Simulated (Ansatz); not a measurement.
## A computed series for BeO: response to strain

The parent structure is BeO in the wurtzite structure (space group P6_3mc, No. 186).

```yaml
crystal:
  lattice:
    - [2.71181, 0.00000, 0.00000]
    - [-1.35591, 2.34850, 0.00000]
    - [0.00000, 0.00000, 4.40456]
  atoms:
    - { symbol: Be, position: [0.66667, 0.33333, 0.00149] }
    - { symbol: Be, position: [0.33333, 0.66667, 0.50149] }
    - { symbol: O, position: [0.66667, 0.33333, 0.62371] }
    - { symbol: O, position: [0.33333, 0.66667, 0.12371] }
```

Cartesian axes are those of the cell as printed.

Strains are applied to the cell and any free atomic positions relax; under biaxial strain the out-of-plane vector relaxes too.

Computed with Kohn–Sham DFT with the PBE functional, run in Ansatz (an electronic-structure program) with PAW and 420 eV plane waves, no spin-orbit coupling.

Notes on the quantities. pressure: mean of the normal stresses, compression positive.

```tsv
change	band gap	electron mass	volume per atom	pressure
base	7.45 eV	0.53 mₑ along c, 0.60 mₑ across (at Γ)	7.01 Å³	0.00 GPa
biaxial strain −4.28 %, plane normal [001], relaxed out of plane	7.89 eV	0.45 mₑ out of plane, 0.77 mₑ in plane (at Γ)	6.52 Å³	17.78 GPa
biaxial strain −4.22 %, plane normal [001], relaxed out of plane	7.89 eV	0.45 mₑ out of plane, 0.77 mₑ in plane (at Γ)	6.53 Å³	17.48 GPa
biaxial strain −0.22 %, plane normal [001], relaxed out of plane	7.50 eV	0.53 mₑ out of plane, 0.61 mₑ in plane (at Γ)	6.99 Å³	0.76 GPa
biaxial strain +0.56 %, plane normal [001], relaxed out of plane	7.34 eV	0.54 mₑ out of plane, 0.59 mₑ in plane (at Γ)	7.08 Å³	-1.87 GPa
biaxial strain +4.72 %, plane normal [001], relaxed out of plane	6.52 eV	0.60 mₑ along k, 0.50 mₑ across (at Γ)	7.55 Å³	-12.99 GPa
isotropic strain −1.29 %	___	___	6.74 Å³	___
uniaxial strain ε_yy = −1.43 %	7.57 eV	0.53 mₑ along z, 0.62 mₑ across (at Γ)	6.91 Å³	3.10 GPa
tensor shear ε_xz = −1.34 %	7.38 eV	0.53 mₑ along z, 0.60 mₑ across (at Γ)	7.01 Å³	0.04 GPa
tensor shear ε_yz = −2.55 %	7.30 eV	–	7.01 Å³	0.15 GPa
```

Q: Some entries are withheld; estimate them.

A: 
- isotropic strain −1.29 %, band gap: 7.86 eV
- isotropic strain −1.29 %, electron mass: 0.55 mₑ along c, 0.64 mₑ across (at Γ)
- isotropic strain −1.29 %, pressure: 8.76 GPa

Masses are band curvatures over ±0.01 Å⁻¹ around the edge. Along k means along the line from Γ to the band edge. No phonon test of stability was made.
